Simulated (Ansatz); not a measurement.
Ionic part of the dielectric constant of AlN at 20 GPa, mode by mode

Method: Ansatz 0.2.0, DFT PBE, scalar-relativistic, plane waves, PAW. Settings: 420 eV plane-wave cutoff, Γ-centred 10×10×10 mesh, fixed occupations. No spin polarisation. Phonons by linear response, acoustic sum rule imposed.

The structure is cubic, space group F-43m (No. 216). Conventional cell: a = 4.277 Å, b = 4.277 Å, c = 4.277 Å, α = 90.00°, β = 90.00°, γ = 90.00°. Around Al (site symmetry -43m) lie 4 N at 1.85 Å. Around N (site symmetry -43m) lie 4 Al at 1.85 Å.

Other phases may be more stable at this pressure.

The primitive cell has V = 19.55 Å³ and ε∞,xx = 4.475. Each polar mode adds Δε = (4.92064×10⁷/V)·S/ν² along x, with S its oscillator strength in e²/amu, ν in cm⁻¹ and V in Å³.

Question: From these modes, find each Δε and ε0,xx.
```tsv
ν (cm⁻¹)	S_xx (e²/amu)
718.2	0.699
```

Answer:
```json
{"ν (cm⁻¹)": "718.2", "Δε": "3.41"}
```

The sum is 3.410, so ε0,xx = 7.89; the run's tensor has 7.89.

Question: Where do the longitudinal modes lie for a wave vector along x?

Answer: At 953 cm⁻¹. The Lyddane–Sachs–Teller product Π(ν_LO/ν_TO)² = 1.76 matches ε0/ε∞ = 1.76.

This zinc-blende form isn't the usual stable structure of the compound at low pressure.

Cost: 1 run of about 0.29 core-minutes, on Intel Xeon Platinum 8488C (Sapphire Rapids) (shared hosts).